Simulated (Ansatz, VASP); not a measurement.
**One calculation of CoO, two programs**

The input INCAR:

```
  PREC = Accurate
  ENCUT = 520
  EDIFF = 1E-8
  ISMEAR = -1
  SIGMA = 0.08
  LREAL = F
  LASPH = T
  NELM = 150
  ALGO = Normal
  ISIF = 2
  LWAVE = F
  LCHARG = F
  ISPIN = 2
  MAGMOM = 2 0
  LORBIT = 11
  LMAXMIX = 4
  GGA = PE
  LEFG = T
  NBANDS = 18
```

KPOINTS

```
regular mesh
0
Gamma
  13 13 13
```

Contents of POSCAR:

```
CoO
1.0
    0.0000000000      2.0950741128      2.0950741128
    2.0950741128      0.0000000000      2.0950741128
    2.0950741128      2.0950741128      0.0000000000
Co O
1 1
Direct
    0.0000000000      0.0000000000      0.0000000000
    0.5000000000      0.5000000000      0.5000000000
```

Input for Ansatz:

```yaml
crystal:
  lattice:
    - [0.0, 2.0950741128, 2.0950741128]
    - [2.0950741128, 0.0, 2.0950741128]
    - [2.0950741128, 2.0950741128, 0.0]
  atoms:
    - { symbol: Co, position: [0.0, 0.0, 0.0], spin: 2.0 }
    - { symbol: O, position: [0.5, 0.5, 0.5] }
magnetization:
  spin_polarized: true
kpoints:
  mp_grid: { grid: [13, 13, 13] }
scf:
  occupations: { method: fermi_dirac, width: 0.08 }
hamiltonian:
  xc: pbe
  pseudopotentials: { kind: paw }
output:
  forces: true
  stress: true
  eigenvalues: true
  efg: { contact_densities: true }
```

Change from the starting cell: volume scaled by 0.96, PAW files.

Alike in both runs: task electric field gradients; functional PBE; k mesh 13 × 13 × 13; occupations fermi-dirac, width 0.08 eV; collinear spin.

```csv
,VASP,Ansatz
version,VASP 6.6.1,Ansatz 0.2.0
potentials or method,"VASP PAW PBE potentials, release 64 (Co, O)","PAW with Ansatz's default frozen-core files, scalar-relativistic"
plane-wave cutoff (eV),520,420
valence electrons in the cell,15,23
```

Ansatz gave:

```
pressure (GPa)                                                 : 7.0
net moment per atom (μB)                                       : 1.37
size of the moment on the site where the two differ most (μB)  : 2.35
Vzz of the field gradient on the site that differs most (V/Å²) : 0.0
```

Question: Which values does VASP return?

Answer: Pressure (GPa): 6.2; net moment per atom (μB): 1.34; size of the moment on the site where the two differ most (μB): 2.40; Vzz of the field gradient on the site that differs most (V/Å²): 0.0.

Site moments also hang on the region over which each program counts them. With one functional, cell and mesh, what is left measures potentials, basis and numerics. The two sets of potentials don't hold the same shells in valence.

Caveats: a cell with one magnetic atom can't hold antiferromagnetic order, which such compounds often take; semilocal functionals often make such compounds metallic where correlation or magnetic order opens a gap, which also shifts bond lengths.
